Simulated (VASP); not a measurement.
## Ni: relaxation of cell and atoms with PBEsol

The system is Ni.

```
Ni
1.0
     0.00000    1.77565    1.77565
     1.77565    0.00000    1.77565
     1.77565    1.77565    0.00000
Ni
1
Direct
  0.00000 0.00000 0.00000
```

- Program: VASP 6.6.1
- Task: relaxation of cell and atoms
- Functional: PBEsol
- Potentials or basis: VASP PAW PBE potentials, release 64 (Ni)
- Cutoff: 600 eV
- k mesh: 8 × 8 × 8
- Occupations: gaussian, width 0.1 eV
- Spin: collinear spin, ferromagnetic start
- Starting moments: [1.0] μB
- Further INCAR settings: ALGO = Normal; EDIFF = 1e-07; IBRION = 2; EDIFFG = -0.005; NSW = 90; ISIF = 3

| Quantity | Value |
| --- | --- |
| Relaxed volume | 10.39 Å³/atom |
| Relaxed cell | a = 2.450 Å, b = 2.450 Å, c = 2.450 Å, α = 60.00°, β = 60.00°, γ = 60.00° |
| Space group after relaxing (to 0.05 Å) | Fm-3m (No. 225) |
| Energy gained by relaxing | 38.3 meV/atom |
| Ionic steps | 6 |
| Pressure after relaxing | 0.0 GPa |
| Band gap on the k mesh | none (metal or under the smearing width) |
| Net moment | 0.70 μB per cell |
| Site moments | Ni +0.70 μB |
| Valence electrons inside the program's atomic spheres | Ni 9.40 |

The path:
```
step  energy change (eV)  largest force (eV/Å)  pressure (GPa)  volume (Å³)
   1              0.0000                0.0000          -14.19        11.20
   2              0.0035                0.0000           19.88         9.67
   3             -0.0383                0.0000           -0.18        10.40
   4             -0.0383                0.0000            0.14        10.39
   5             -0.0383                0.0000           -0.12        10.40
   6             -0.0383                0.0000            0.02        10.39
```

Final structure:
```xyz
1
Lattice="0.0000 1.7321 1.7321 1.7321 0.0000 1.7321 1.7321 1.7321 0.0000" Properties=species:S:1:pos:R:3 pbc="T T T"
Ni    0.0000    0.0000    0.0000
```

Levels at points of the mesh, in eV from the Fermi level:
Spin up:
```csv
k point,band 3,band 4,band 5,band 6,band 7,band 8
"(0.00, 0.00, 0.00)",-2.59,-2.59,-1.35,-1.35,24.09,28.29
"(0.50, 0.00, 0.00)",-2.59,-0.63,-0.63,-0.42,5.95,22.57
"(0.50, 0.50, 0.00)",-0.59,-0.48,-0.48,2.42,9.59,15.20
```
Spin down:
| k point | band 3 | band 4 | band 5 | band 6 | band 7 | band 8 |
| --- | --- | --- | --- | --- | --- | --- |
| (0.00, 0.00, 0.00) | -1.80 | -1.80 | -0.66 | -0.66 | 24.00 | 28.31 |
| (0.50, 0.00, 0.00) | -1.90 | -0.43 | 0.19 | 0.19 | 6.42 | 22.48 |
| (0.50, 0.50, 0.00) | 0.13 | 0.42 | 0.42 | 2.44 | 9.90 | 15.25 |

Run time: 25 s on 1 thread of AMD EPYC 9R14 (Zen 4) (shared host), peak memory 0.11 GiB.

Caveat: the k mesh is coarse (spacing up to 0.38 Å⁻¹), so the values aren't converged; the PAW data sets were made with another functional, which shifts forces and pressure a little.
